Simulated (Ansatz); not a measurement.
**ZrSiO4: reading a single point**

```
Si Zr O
1.0
    -3.36358    3.36358    3.03586
     3.36358   -3.36358    3.03586
     3.36358    3.36358   -3.03586
Si Zr O
2 2 8
Direct
  0.37500 0.62500 0.75000
  0.62500 0.37500 0.25000
  0.87500 0.12500 0.75000
  0.12500 0.87500 0.25000
  0.26270 0.19640 0.06630
  0.19640 0.63010 0.93370
  0.63010 0.19640 0.43370
  0.19640 0.26270 0.56630
  0.73730 0.80360 0.93370
  0.80360 0.73730 0.43370
  0.36990 0.80360 0.56630
  0.80360 0.36990 0.06630
```

Level: PBE, no spin polarisation; 420 eV; 6×6×6 Γ-centred mesh; fermi-dirac occupations (width 0.1 eV); Ansatz 0.2.0, fixed geometry.

- Formation energy: -3.11 eV an atom against the elements' usual phases (free molecules for gases, crystals otherwise, with no correction for O₂ or N₂), so it is bound against them; other compounds may still compete. Relaxing would lower it.
- Charges: Bader charges in e: Zr +2.68, Si +3.24, O -1.48. In the mean Si gives up most and O takes most.
- Stress: The pressure is -4.5 GPa (compression positive), so with the atoms held at these fractions the cell would first shrink.
- Band edges: Within 0.7 eV of the edges, the states project mainly on O p (97 %) below the gap and on Zr d (82 %) above it.
- Forces: The largest is on O5 (and as large on other atoms): 0.18 eV/Å, components (0.00, -0.03, -0.18). It makes 142° with the line to a nearest neighbour, Si2 at 1.64 Å, pointing away from it.
- Electronic structure: The gap is 4.44 eV, indirect (the least direct gap found is 4.63 eV). A semilocal functional usually gives too small a gap.

Origin: a database entry at a rescaled volume.
